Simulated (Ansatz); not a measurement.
# Area resistance of Ag and Pd films of 3 to 10 layers in Au(110) leads, from ballistic LDA and PBE transport

Silver and gold both conduct through a broad band holding one s electron per atom, and their lattices nearly coincide. Palladium has one electron fewer than silver, so its Fermi level lies near the top of the d band, and it must be stretched to fit on gold. We examine how these differences affect the resistance that a film adds to a Au(110) lead, and whether that resistance settles as layers are added. The question matters for metallic multilayers and contacts, where a layer a few atoms thick may already cost as much as a thicker one. The calculated quantity is the ballistic area resistance beyond that of the perfect gold lead, for current normal to the layers. The silver films were run with LDA and the palladium films with PBE.

## Method

Planar junctions lead / film / lead, one atom a layer where the face allows, current normal to the layers. Leads are perfect crystals at room-temperature lattice constants. The film takes the lead's in-plane lattice, with its layer spacing set to keep its own atomic volume; all atoms sit on ideal sites and are not relaxed. Program: Ansatz 0.2.0, plane waves with PAW potentials of the set soft_1 (made for PBE), functional as each row names it (LDA, PBE), wave cutoff 420 eV, Fermi-Dirac smearing of 0.1 eV. No spin polarisation and no spin-orbit coupling. Transport is ballistic and coherent at zero bias (Landauer, wave matching layer by layer), averaged over a mesh of wavevectors across the current and over the Fermi window at 300 K; no phonons or disorder. Selection: Runs whose potential in the leads had a step over 25 meV, or whose mesh the program flagged as unconverged, are left out. Runs with an error estimate over 15 per cent are left out.

Notes on method and selection:

- Interfaces are ideal and ordered, so the wavevector along the interface is conserved; real interfaces are mixed and rough.
- Quantum-well states in the film make the resistance oscillate with thickness.
- The typed smearing and mesh set the lead's Fermi level, which moves conductances of d metals by some per cent, and most where the lead's density of states is steep.
- Spin-orbit coupling is left out where no row notes it, which matters most for the elements from Hf on.
- A perfect film has no bulk resistance here, and nothing scatters electrons between its faces, so the added resistance is not twice a symmetric interface resistance: it holds the mismatch of channels too, since a film with fewer channels than its lead caps the conductance, and swapping film and lead changes it.
- The functional differs between rows (LDA, PBE, as each names it), which is to be said wherever rows are compared.
- Runs in which the search for lower states was switched off are not listed.
- Runs that did not converge, have known faults or may not be shown are not listed, and runs on Ansatz's PAW sets soft_1 and soft_2 are kept to separate tables.

Columns:

- layers: atomic layers in the film.
- lead conductance (1e15 S/m²): Sharvin conductance of the perfect lead along the same normal.
- film strain (%): in-plane linear strain of the film on the lead's lattice against its own room-temperature lattice, positive when stretched.
- error estimate (%): the program's own largest estimate of the error of the conductance (mesh, energy step, lead length).
- area resistance (1e-15 Ω m²): area resistance beyond that of the perfect lead, A (1/G - 1/G_lead), both spins.
- transmitted share: conductance divided by the Sharvin conductance of the perfect lead.

Input lines of one member:

```
kpoints:
  mp_grid: { grid: [13, 9, 2] }
hamiltonian:
  xc: lda
  pseudopotentials: { kind: paw, azcp: { folder: soft_1 }, xc_functional: pbe }
scf:
  occupations: { method: fermi_dirac, width: 0.1 }
output:
  transmission: { leads: [[0, 1]], kmesh: [26, 18], e_range: [-1.0, 1.0], de: 0.036 }
```

Command (options for logging and memory left out): `ansatz run input.yaml --threads 4 --backend cpu`

## The series

| member | film, functional | layers | lead conductance (1e15 S/m²) | film strain (%) | error estimate (%) | area resistance (1e-15 Ω m²) | transmitted share |
| --- | --- | --- | --- | --- | --- | --- | --- |
| 3 layers | Ag(110), LDA | 3 | 0.918 | −0.2 | 5 | 0.120 | 0.901 |
| 5 layers | Ag(110), LDA | 5 | 0.917 | −0.2 | 5 | ? | ? |
| 6 layers | Ag(110), LDA | 6 | 0.917 | −0.2 | 5 | 0.120 | 0.901 |
| 8 layers | Ag(110), LDA | 8 | 0.918 | −0.2 | 5 | 0.121 | 0.900 |
| 10 layers | Ag(110), LDA | 10 | 0.917 | −0.2 | 5 | 0.117 | 0.903 |
| 3 layers | Pd(110), PBE | 3 | 0.917 | 4.8 | 5 | 0.365 | 0.749 |
| 5 layers | Pd(110), PBE | 5 | 0.917 | 4.8 | 5 | 0.394 | 0.735 |
| 6 layers | Pd(110), PBE | 6 | 0.917 | 4.8 | 8 | 0.382 | 0.741 |
| 8 layers | Pd(110), PBE | 8 | 0.917 | 4.8 | 5 | 0.490 | 0.690 |
| 10 layers | Pd(110), PBE | 10 | 0.917 | 4.8 | 5 | 0.561 | 0.660 |

Cells marked ? are withheld until the estimate has been made.

## Interpretation

The silver series is flat from its thinnest film onward. Its four shown values lie between 0.117 and 0.121, and the 3-layer and 6-layer films agree at 0.120. This is what a perfect film should do if its resistance comes from the mismatch of electron states between film and lead. Nothing scatters inside the film, so extra layers add no ohmic term. Quantum-well interference can still make the resistance oscillate, but the sum over many wavevectors across the current averages much of it out.

Palladium adds more resistance at every thickness and has not levelled off by 10 layers. Its value goes from 0.365 at 3 layers to 0.561 at 10, with a small dip at 6. The ratio to silver grows from 0.365 / 0.120 = 3.0 to 0.561 / 0.117 = 4.8. The functional changes along with the metal, but the lead conductance differs by at most 0.001 between any two rows, so gold's Sharvin conductance hardly responds to it. The response of the films themselves to the functional is not shown.

The higher level fits palladium's d states, which are slower than gold's s-like states and couple to them poorly. The 4.8 % stretch also alters the palladium bands and may contribute. A rise with thickness is expected where palladium offers no matching travelling state: electrons tunnel through a thin film at those wavevectors and are blocked by a thicker one. For states that decay within a few layers, that process alone should give its steepest rise first, whereas the table gives (0.382 − 0.365) / 3 = 0.006 per layer from 3 to 6 layers and (0.561 − 0.382) / 4 = 0.045 from 6 to 10. Quantum-well resonances, coarse sampling of narrow d features and the denser self-consistent mesh of the thinnest films could each distort the curve.

The error estimates also limit what its shape can tell. For the 10-layer palladium film, 5 % of the conductance corresponds to 0.05 / (0.660 × 0.917) = 0.083 in area resistance, so the overall rise of 0.561 − 0.365 = 0.196 is better supported than the steps within it.

## A prediction

Plain estimates from the members shown:

- 5 layers (Ag(110), LDA), straight-line interpolation between 3 layers and 6 layers: w = (5 − 3) / (6 − 3) = 0.667, so 0.120 + 0.667 × (0.120 − 0.120) = 0.120 1e-15 Ω m²
- 5 layers (Ag(110), LDA), from its own Pd(110), PBE value plus the mean shift Ag(110), LDA − Pd(110), PBE over the other 4 members (−0.330, standard deviation 0.081): 0.394 − 0.330 = 0.064 1e-15 Ω m²

We use the straight line between the 3-layer and 6-layer silver films, which gives 0.120. Both neighbours share the missing film's metal, functional and strain, and they have the same resistance. The route through palladium gives 0.064, but it assumes that the two metals follow the same thickness dependence. They do not: the shift between them has a standard deviation of 0.081, larger than the estimate it produces.

Interpolation can be tried on two shown silver films. For 6 layers, the line from 3 to 8 gives 0.120 + (3 / 5) × (0.121 − 0.120) = 0.1206, a miss of 0.0006. For 8 layers, the line from 6 to 10 gives (0.120 + 0.117) / 2 = 0.1185, a miss of 0.121 − 0.1185 = 0.0025.

We see no reason to shift the result. The strain is −0.2 % in every silver row, and the lead conductance of the 5-layer run matches that of the 6-layer run. A quantum-well oscillation could move the value either way, but four thicknesses do not fix its phase.

With only two trials, we take the larger miss, rounded to 0.003, as one standard deviation. This is the uncertainty in predicting the calculated value. The program's 5 % conductance error corresponds to a much larger 0.05 / (0.901 × 0.917) = 0.061 in the resistance itself, but the close agreement of the silver rows suggests that most of any such error is common to them.

**Committed estimate, 5 layers (Ag(110), LDA): area resistance = 0.120 ± 0.003 1e-15 Ω m².**

## The withheld result

| member | film, functional | layers | lead conductance (1e15 S/m²) | film strain (%) | error estimate (%) | area resistance (1e-15 Ω m²) | transmitted share |
| --- | --- | --- | --- | --- | --- | --- | --- |
| 5 layers | Ag(110), LDA | 5 | 0.917 | −0.2 | 5 | 0.121 | 0.900 |

| member | estimate | area resistance (1e-15 Ω m²) | computed | estimate − computed | miss in error bars |
| --- | --- | --- | --- | --- | --- |
| 5 layers (Ag(110), LDA) | committed | 0.120 | 0.121 | −0.001 | 0.3 |
| 5 layers (Ag(110), LDA) | interpolation | 0.120 | 0.121 | −0.001 |  |
| 5 layers (Ag(110), LDA) | shift from Pd(110), PBE | 0.064 | 0.121 | −0.057 |  |

The estimate of 0.120 falls 0.001 below the computed 0.121, well inside its error bar of 0.003. It was the straight-line interpolation taken over unchanged, so it does neither better nor worse than that. The route through palladium gave 0.064 and misses by 0.057, because the gap between the two metals widens with thickness.

The argument from the neighbouring silver films therefore held. All five now lie between 0.117 and 0.121, with no visible alternation between odd and even numbers of layers. This fits a resistance set by the mismatch of states between silver and gold, with little left of the quantum-well oscillation after averaging over wavevectors. It does not tell how much comes from reflection at the faces and how much from a difference in the number of channels.

## Exceptions

The thick palladium films stand out. From 6 to 10 layers the resistance rises by 0.561 − 0.382 = 0.179, where a perfect film should approach a constant value apart from oscillations. Blocking of tunnelling electrons has the right sign, but only states that decay slowly into the film could add a rise this late.

A numerical cause is also possible. Transmission resonances become narrower in a thicker film, and a finite mesh of wavevectors and energies can miss some of them, which would raise the resistance; hitting too many would lower it. The program's error estimates correspond to 0.08 / (0.741 × 0.917) = 0.118 at 6 layers and 0.083 at 10. Combined as independent errors they give 0.144, not far below the rise itself; any part common to both films would cancel and leave less. A real quantum-well oscillation also remains possible.

The 6-layer palladium film lies below the line between its neighbours at 5 and 8 layers, by 0.394 + (1 / 3) × (0.490 − 0.394) − 0.382 = 0.044. It has the largest error estimate of the series, 8 %, and the dip is well within it.

## Conclusions and limits

In these calculations silver has reached its level by 3 layers and keeps it to 10, whereas palladium shows no settled level in that range. Interpolation between neighbouring thicknesses therefore works well for silver, with every miss within 0.003. For palladium, interpolation across each inner film in turn misses by roughly 0.02 to 0.04.

For a contact of 10 nm × 10 nm, a silver film adds 0.120 × 1e-15 / 1e-16 = 1.2 Ω and the 10-layer palladium film 0.561 × 1e-15 / 1e-16 = 5.6 Ω.

Scattering by phonons, left out here, would add resistance in proportion to thickness. With a rough resistivity of 1e-8 Ω m for a good metal, each nanometre adds about 0.01 in the units of the table, more than the whole spread of 0.004 among the silver films. Counted against a lead without scattering, a real silver film would thus keep a slow rise where the calculated one is flat.

[Logs are printed without paths, hosts, clocks, repeated set-up lines and the standing remarks that a program may print on its own settings, such as how far it seeks lower states.]
